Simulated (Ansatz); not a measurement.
A (211) slab of Al (Fm-3m (No. 225)), 14 planes, outer planes Al (top) and Al (bottom), with 14 atoms (Al14) in a surface cell of A = 19.749 Å², as cut from the bulk:

```
CELL_PARAMETERS angstrom
2.83943 0.00000 0.00000
0.00000 6.95515 0.00000
0.00000 0.00000 25.65574
ATOMIC_POSITIONS crystal
Al 0.50000 0.66667 0.29233
Al 0.00000 0.33333 0.32428
Al 0.50000 0.00000 0.35623
Al 0.00000 0.66667 0.38818
Al 0.50000 0.33333 0.42013
Al 0.00000 0.00000 0.45208
Al 0.50000 0.66667 0.48403
Al 0.00000 0.33333 0.51597
Al 0.50000 0.00000 0.54792
Al 0.00000 0.66667 0.57987
Al 0.50000 0.33333 0.61182
Al 0.00000 0.00000 0.64377
Al 0.50000 0.66667 0.67572
Al 0.00000 0.33333 0.70767
```

Level of theory: DFT PBEsol, scalar-relativistic, plane waves, PAW (Ansatz). Cutoff 420 eV; k points 12×5×1 on the computed 14-atom cell (Γ-centred); Gaussian smearing, width 0.10 eV; no spin polarisation.

Against the same 14 atoms in the bulk, the slab as cut lies 2.791 eV higher and the relaxed slab 2.757 eV higher.

Task: Work out the surface energy before and after relaxation.

Result: The slab has two faces, so γ = (E_slab − N·E_bulk)/(2A), the mean of both. As cut: 2.791/(2 × 19.749) = 0.0707 eV/Å², and 1 eV/Å² = 16.02 J/m², so γ = 1.13 J/m². Relaxed: 2.757/(2 × 19.749) = 0.0698 eV/Å² = 1.12 J/m². Relaxation recovers 1.2 % of the cost of cutting.

Task: A cut through this plane breaks about 10 nearest-neighbour bonds a surface cell. What does each broken bond cost, before relaxation?

Result: One cut makes two faces and costs 2γA = 2.791 eV, shared by 10 bonds: 0.28 eV a bond. In a metal this is less than the cohesive energy a bond, since the bonds that remain at the surface strengthen.

Task: What is the ideal work of this cut, per area?

Result: Griffith's ideal work is 2γ: 2.26 J/m² if the new faces stay rigid, 2.24 J/m² if they relax. One thickness was run, 14 planes, so γ can still shift with it.